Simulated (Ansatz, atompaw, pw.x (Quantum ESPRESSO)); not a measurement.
pw.x on sc P: one setting changed

Potential: PAW, atompaw 4.2.0.5, PBE; core [Ne], reference 3s2 3p3; waves: 3s (bound): rc 2.48 bohr; 3s channel at 1.25 Ry: rc 2.48 bohr; 3p (bound): rc 2.48 bohr; 3p channel at 3.2 Ry: rc 2.48 bohr; 3d channel at 0.05 Ry: rc 2.24 bohr; 3d channel at 2.05 Ry: rc 2.24 bohr; local part: vpsmatchnc scheme with l = 3 at 0.5 Ry, radius 1.70 bohr; core correction: smooth core density matched at 1.58 bohr; augmentation: sinc compensation charge, radius 2.18 bohr; PAW radius 2.48 bohr; waves and projectors: custom rrkj gramschmidtortho.

The reference run (k-mesh 13³, cutoffs 40/400 Ry, Fermi–Dirac 0.01 Ry, mixing_beta 0.4, conv_thr 1e-9, no spin) gives -0.59 GPa at 14.621 Å³/atom, where all-electron LAPW gives 0.27 GPa. This run, with its own iteration cap, changes occupations to fixed, a wrong or extreme entry chosen on purpose.

```
&control
  calculation='scf', prefix='x', pseudo_dir='./', outdir='./tmp', tstress=.true., disk_io='none'
/
&system
  ibrav=0, nat=1, ntyp=1, ecutwfc=40, ecutrho=400, nbnd=9,
  occupations='fixed'
/
&electrons
  conv_thr=1e-09, mixing_beta=0.4, electron_maxstep=70
/
ATOMIC_SPECIES
P 1.0 P.UPF
CELL_PARAMETERS angstrom
  2.44526365 0.00000000 0.00000000
  0.00000000 2.44526365 0.00000000
  0.00000000 0.00000000 2.44526365
ATOMIC_POSITIONS crystal
P 0.0000 0.0000 0.0000
K_POINTS automatic
13 13 13 0 0 0
```

```bash
pw.x < P.scf.in > P.scf.out
```

**Question.** How does the run end?

**Answer.** It stops with "electrons: charge is wrong: smearing is needed".

```
Message from routine setup:
     the system is metallic, specify occupations
     Message from routine setup:
     using ibrav=0 with symmetry is DISCOURAGED, use correct ibrav instead
     lattice parameter (alat)  =       4.6209  a.u.
     unit-cell volume          =      98.6674 (a.u.)^3
     number of electrons       =         5.00
     number of Kohn-Sham states=            9
     kinetic-energy cutoff     =      40.0000  Ry
     charge density cutoff     =     400.0000  Ry
     scf convergence threshold =      1.0E-09
     Exchange-correlation= SLA PW PBX PBC
     number of k points=    84
     iteration #  1     ecut=    40.00 Ry     beta= 0.40
     Error in routine electrons (1):
     charge is wrong: smearing is needed
```

The run took about 2.6 s on one core of a shared host (Intel(R) Xeon(R) Platinum 8488C, 192 threads, 744 GiB, load 39).
